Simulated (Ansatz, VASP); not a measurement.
**One calculation of Pd, two programs**

INCAR

```
PREC     = Accurate       # precision mode
ENCUT    = 520            # plane-wave cutoff, eV
EDIFF    = 1E-7           # SCF threshold, eV
ISMEAR   = 0              # smearing method
SIGMA    = 0.2            # smearing width, eV
LREAL    = F              # projectors in reciprocal space
LASPH    = T              # aspherical terms in the spheres
NELM     = 150            # most SCF steps
ALGO     = Normal         # electronic algorithm
ISIF     = 2              # what is computed and relaxed
LWAVE    = F              # write WAVECAR
LCHARG   = T              # write CHGCAR
ISPIN    = 2              # spin polarisation
MAGMOM   = 0.5            # initial moments
LORBIT   = 11             # projections on sites
LMAXMIX  = 4              # l up to which the mixer works
LELF     = T              # ELF
LVHAR    = T            
NBANDS   = 15             # bands
```

The input KPOINTS:

```
Automatic mesh
0
Gamma
  14 14 14
```

The input POSCAR:

```
Pd
1.0
    0.0000000000      1.9202771092      1.9202771092
    1.9202771092      0.0000000000      1.9202771092
    1.9202771092      1.9202771092      0.0000000000
Pd
1
Direct
    0.0000000000      0.0000000000      0.0000000000
```

Input for Ansatz:

```yaml
crystal:
  lattice:
    - [0.0, 1.9202771092, 1.9202771092]
    - [1.9202771092, 0.0, 1.9202771092]
    - [1.9202771092, 1.9202771092, 0.0]
  atoms:
    - { symbol: Pd, position: [0.0, 0.0, 0.0], spin: 0.5 }
hamiltonian:
  xc: lda
  pseudopotentials:
    kind: paw
    azcp:
      Pd: "pseudopotentials/Pd.paw.azcp"
basis:
  ecutwfc: 420
  fft_grid_basis: typed
kpoints:
  mp_grid: { grid: [14, 14, 14], shift: [0, 0, 0] }
magnetization:
  spin_polarized: true
scf:
  occupations: { method: gaussian, width: 0.2 }
  lower_state_search: "off"
output:
  stress: true
```

Alike in both runs: task single point; functional LDA; k mesh 14 × 14 × 14; occupations gaussian, width 0.2 eV; collinear spin.

|  | VASP | Ansatz |
| --- | --- | --- |
| version | VASP 6.6.1 | Ansatz 0.2.0 |
| potentials or method | VASP PAW LDA potentials, release 64 (Pd) | plane waves (420 eV) with PAW, scalar-relativistic |
| plane-wave cutoff (eV) | 520 | 420 |
| valence electrons in the cell | 10 | 18 |

|  | VASP | Ansatz | Ansatz less VASP |
| --- | --- | --- | --- |
| pressure (GPa) | 0.4 | 0.1 | -0.29 |
| net moment per atom (μB) | 0.00 | 0.00 | 0.000 |

The two sets of potentials don't hold the same shells in valence. Ansatz warned: «pseudo_functional_mismatch».
